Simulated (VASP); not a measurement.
Here is a VASP 6.6.1 calculation.

The input INCAR:

```
SYSTEM = Mn
PREC     = Accurate       ! precision mode
ENCUT    = 500            ! plane-wave cutoff, eV
EDIFF    = 1E-6           ! SCF threshold, eV
ISMEAR   = -5             ! smearing method
SIGMA    = 0.1            ! smearing width, eV
LREAL    = .FALSE.        ! projectors in reciprocal space
LASPH    = .TRUE.         ! aspherical terms in the spheres
NELM     = 100            ! most SCF steps
ALGO     = Normal         ! electronic algorithm
ISIF     = 2              ! what is computed and relaxed
LWAVE    = .FALSE.        ! write WAVECAR
LCHARG   = .FALSE.        ! write CHGCAR
ISPIN    = 2              ! spin polarisation
MAGMOM   = -3.39 -1.96    ! initial moments
LORBIT   = 11             ! projections on sites
NUPDOWN  = 3              ! fixed moment
LMAXMIX  = 4              ! l up to which the mixer works
LDAU     = .TRUE.         ! DFT+U
LDAUTYPE = 2            
LDAUL    = 2              ! shell
LDAUU    = 3              ! U, eV
LDAUJ    = 0            
LDAUPRINT= 1            
METAGGA  = R2SCAN         ! meta-GGA
LMIXTAU  = .TRUE.       
NBANDS   = 18             ! bands
NEDOS    = 1001           ! points of the DOS
```

Contents of Mn.cif:

```cif
data_Mn
_cell_length_a 3.08100000
_cell_length_b 3.08100000
_cell_length_c 3.08100000
_cell_angle_alpha 90.00000000
_cell_angle_beta 90.00000000
_cell_angle_gamma 90.00000000
_space_group_name_H-M_alt 'Im-3m'
_space_group_name_Hall '-I 4 2 3'
_space_group_IT_number 229
loop_
_space_group_symop_operation_xyz
'x,y,z'
'-x,-y,-z'
'-y,x,z'
'y,-x,-z'
'-x,-y,z'
'x,y,-z'
'y,-x,z'
'-y,x,-z'
'x,-y,-z'
'-x,y,z'
'-y,-x,-z'
'y,x,z'
'-x,y,-z'
'x,-y,z'
'y,x,-z'
'-y,-x,z'
'z,x,y'
'-z,-x,-y'
'z,-y,x'
'-z,y,-x'
'z,-x,-y'
'-z,x,y'
'z,y,-x'
'-z,-y,x'
'-z,x,-y'
'z,-x,y'
'-z,-y,-x'
'z,y,x'
'-z,-x,y'
'z,x,-y'
'-z,y,x'
'z,-y,-x'
'y,z,x'
'-y,-z,-x'
'x,z,-y'
'-x,-z,y'
'-y,z,-x'
'y,-z,x'
'-x,z,y'
'x,-z,-y'
'-y,-z,x'
'y,z,-x'
'-x,-z,-y'
'x,z,y'
'y,-z,-x'
'-y,z,x'
'x,-z,y'
'-x,z,-y'
'x+1/2,y+1/2,z+1/2'
'-x+1/2,-y+1/2,-z+1/2'
'-y+1/2,x+1/2,z+1/2'
'y+1/2,-x+1/2,-z+1/2'
'-x+1/2,-y+1/2,z+1/2'
'x+1/2,y+1/2,-z+1/2'
'y+1/2,-x+1/2,z+1/2'
'-y+1/2,x+1/2,-z+1/2'
'x+1/2,-y+1/2,-z+1/2'
'-x+1/2,y+1/2,z+1/2'
'-y+1/2,-x+1/2,-z+1/2'
'y+1/2,x+1/2,z+1/2'
'-x+1/2,y+1/2,-z+1/2'
'x+1/2,-y+1/2,z+1/2'
'y+1/2,x+1/2,-z+1/2'
'-y+1/2,-x+1/2,z+1/2'
'z+1/2,x+1/2,y+1/2'
'-z+1/2,-x+1/2,-y+1/2'
'z+1/2,-y+1/2,x+1/2'
'-z+1/2,y+1/2,-x+1/2'
'z+1/2,-x+1/2,-y+1/2'
'-z+1/2,x+1/2,y+1/2'
'z+1/2,y+1/2,-x+1/2'
'-z+1/2,-y+1/2,x+1/2'
'-z+1/2,x+1/2,-y+1/2'
'z+1/2,-x+1/2,y+1/2'
'-z+1/2,-y+1/2,-x+1/2'
'z+1/2,y+1/2,x+1/2'
'-z+1/2,-x+1/2,y+1/2'
'z+1/2,x+1/2,-y+1/2'
'-z+1/2,y+1/2,x+1/2'
'z+1/2,-y+1/2,-x+1/2'
'y+1/2,z+1/2,x+1/2'
'-y+1/2,-z+1/2,-x+1/2'
'x+1/2,z+1/2,-y+1/2'
'-x+1/2,-z+1/2,y+1/2'
'-y+1/2,z+1/2,-x+1/2'
'y+1/2,-z+1/2,x+1/2'
'-x+1/2,z+1/2,y+1/2'
'x+1/2,-z+1/2,-y+1/2'
'-y+1/2,-z+1/2,x+1/2'
'y+1/2,z+1/2,-x+1/2'
'-x+1/2,-z+1/2,-y+1/2'
'x+1/2,z+1/2,y+1/2'
'y+1/2,-z+1/2,-x+1/2'
'-y+1/2,z+1/2,x+1/2'
'x+1/2,-z+1/2,y+1/2'
'-x+1/2,z+1/2,-y+1/2'
loop_
_atom_site_label
_atom_site_type_symbol
_atom_site_symmetry_multiplicity
_atom_site_Wyckoff_symbol
_atom_site_fract_x
_atom_site_fract_y
_atom_site_fract_z
_atom_site_occupancy
Mn1 Mn 2 a 0.0000000000 0.0000000000 0.0000000000 1
```

File KPOINTS:

```
Automatic mesh
0
G
  9 9 9
  0 0 0
```

Contents of POSCAR:

```
Mn
 1.0000000000000000
     3.0810000000000000    0.0000000000000000    0.0000000000000000
     0.0000000000000000    3.0810000000000000    0.0000000000000000
     0.0000000000000000    0.0000000000000000    3.0810000000000000
 Mn 
   2
Cartesian
  0.0000000000000000  0.0000000000000000  0.0000000000000000
  1.5405000000000000  1.5405000000000000  1.5405000000000000
```

Potentials or basis: VASP PAW PBE potentials, release 64 (Mn).

The run is started by

```console
$ ase convert -i cif -o vasp Mn.cif POSCAR
$ cat potpaw_PBE.64/Mn/POTCAR > POTCAR
$ mpirun -np 1 vasp_std > vasp.out
```

Predict the pressure.

6.6 GPa.

Eigenvalues of the final occupation matrices:
| site | spin | trace | eigenvalues |
| --- | --- | --- | --- |
| site 1 d | 1 | 1.98 | 0.07 0.07 0.07 0.88 0.88 |
| site 1 d | 2 | 3.04 | 0.22 0.22 0.86 0.86 0.86 |
| site 2 d | 1 | 4.52 | 0.90 0.90 0.90 0.91 0.91 |
| site 2 d | 2 | 0.36 | 0.07 0.07 0.07 0.07 0.07 |

Caveat: the moment is held away from its start; the PAW data sets were made with another functional, which shifts forces and pressure a little; the total moment is fixed, so each spin has its own Fermi level; the U is typed as a test and isn't derived for this compound. The state reached can hang on the start; a lower one may exist.
